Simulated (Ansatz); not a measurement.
**GaN under changes of volume**

One of the cells (11.444 Å³/atom); the others are scaled copies at fixed shape and fractional positions:

```xyz
2
Lattice="0.0000 2.2535 2.2535 2.2535 0.0000 2.2535 2.2535 2.2535 0.0000" Properties=species:S:1:pos:R:3 pbc="T T T"
Ga    0.0000    0.0000    0.0000
N     1.1268    1.1268    1.1268
```

The cell is a database's computed one.

- Program: Ansatz 0.2.0
- Functional: PBE
- Potentials or basis: SPMS NC
- Cutoff: 1034 eV (not typed: the program's choice for these potentials)
- k mesh: 10 × 10 × 10
- Occupations: fermi-dirac, width 0.05 eV
- Spin: no spin polarisation

```tsv
volume (Å³/atom)	energy over the lowest point (meV/atom)	pressure (GPa)	gap on the mesh (eV)
10.757	57.67	19.5	2.17
10.986	33.60	14.3	2.03
11.215	16.46	9.7	1.90
11.444	5.54	5.6	1.76
11.673	0.24	1.9	1.63
11.902	0.00	-1.5	1.51
12.131	?	?	?
```

What does the run at 12.131 Å³/atom give?

Energy over the lowest point 4.29 meV/atom; pressure -4.5 GPa; gap on the mesh 1.38 eV.

Worked out: A Birch-Murnaghan fit of order 3 (a polynomial in V^(-2/3)) to the other rows has its minimum at 11.80 Å³/atom with B0 = V·E''(V) = 172 GPa and B' = 4.3. It gives 4.32 meV/atom at 12.131 Å³/atom, against the run's 4.29, and -dE/dV = -4.5 GPa, against -4.5. A straight line through the other rows of the gap, of slope -6.55 eV per unit of ln V (its deformation potential), extrapolates to 1.38 eV, against the run's 1.38.

Energies are extrapolated to zero smearing.

Spin-orbit coupling on Ga is left out.
